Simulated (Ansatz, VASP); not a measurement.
One calculation of KMgF3, two programs

The input POSCAR:

```
KMgF3
1.0
    3.9802385405      0.0000000000      0.0000000000
    0.0000000000      3.9802385405      0.0000000000
    0.0000000000      0.0000000000      3.9802385405
K Mg F
1 1 3
Direct
    0.0000000000      0.0000000000      0.0000000000
    0.5000000000      0.5000000000      0.5000000000
    0.5000000000      0.5000000000      0.0000000000
    0.5000000000      0.0000000000      0.5000000000
    0.0000000000      0.5000000000      0.5000000000
```

The input INCAR.step1:

```
ALGO     = Normal         # electronic algorithm
EDIFF    = 1E-4           # SCF threshold, eV
ENCUT    = 520            # plane-wave cutoff, eV
GGA      = PE             # functional
ISMEAR   = 0              # smearing method
LASPH    = True           # aspherical terms in the spheres
LCHARG   = False          # write CHGCAR
LREAL    = False          # projectors in reciprocal space
LWAVE    = True           # write WAVECAR
NBANDS   = 24             # bands
NELM     = 100            # most SCF steps
PREC     = Accurate       # precision mode
SIGMA    = 0.01           # smearing width, eV
```

The input INCAR.step2:

```
ALGO     = Normal         # electronic algorithm
EDIFF    = 1E-6           # SCF threshold, eV
ENCUT    = 520            # plane-wave cutoff, eV
ISIF     = 2              # what is computed and relaxed
ISMEAR   = 0              # smearing method
ISTART   = 1            
LASPH    = True           # aspherical terms in the spheres
LCHARG   = True           # write CHGCAR
LELF     = True           # ELF
LMIXTAU  = True         
LREAL    = False          # projectors in reciprocal space
LVHAR    = True         
LWAVE    = False          # write WAVECAR
METAGGA  = R2SCAN         # meta-GGA
NBANDS   = 24             # bands
NELM     = 100            # most SCF steps
PREC     = Accurate       # precision mode
SIGMA    = 0.01           # smearing width, eV
```

File KPOINTS:

```
k-points
0
Gamma
  6 6 6
```

Input for Ansatz:

```yaml
crystal:
  lattice:
    - [3.9802385405, 0.0, 0.0]
    - [0.0, 3.9802385405, 0.0]
    - [0.0, 0.0, 3.9802385405]
  atoms:
    - { symbol: K, position: [0.0, 0.0, 0.0] }
    - { symbol: Mg, position: [0.5, 0.5, 0.5] }
    - { symbol: F, position: [0.5, 0.5, 0.0] }
    - { symbol: F, position: [0.5, 0.0, 0.5] }
    - { symbol: F, position: [0.0, 0.5, 0.5] }
kpoints:
  mp_grid: { grid: [6, 6, 6] }
  band_path:
    path: [[0.0, 0.0, 0.0], [0.0, 0.5, 0.0], [0.5, 0.5, 0.0], [0.5, 0.5, 0.5]]
    npoints: 1
hamiltonian:
  xc: r2scan
scf:
  occupations: { method: fixed }
  n_extra_bands: 5
output:
  forces: true
  stress: true
  eigenvalues: true
```

The cell was built by a generator and needn't be a form met in nature.

Alike in both runs: task single point; functional r2SCAN; k mesh 6 × 6 × 6; no spin polarisation.

|  | VASP | Ansatz |
| --- | --- | --- |
| version | VASP 6.6.1 | Ansatz 0.2.0 |
| potentials or method | VASP PAW PBE potentials, release 64 (K_sv, Mg, F) | plane waves, PAW |
| plane-wave cutoff (eV) | 520 | 500 |
| occupations | gaussian, width 0.01 eV | fixed |
| valence electrons in the cell | 32 | 40 |

```tsv
	VASP	Ansatz	Ansatz less VASP
gap on the k mesh at the Fermi level (eV)	8.28	8.30	+0.021
pressure (GPa)	-0.6	0.0	+0.63
```

The two sets of potentials don't hold the same shells in valence.

Caveats: the PAW data sets were made with another functional, which shifts forces and pressure a little (VASP). A k mesh can miss the band edges. r2SCAN opens gaps a little over a GGA but as a rule still falls short of measured ones.
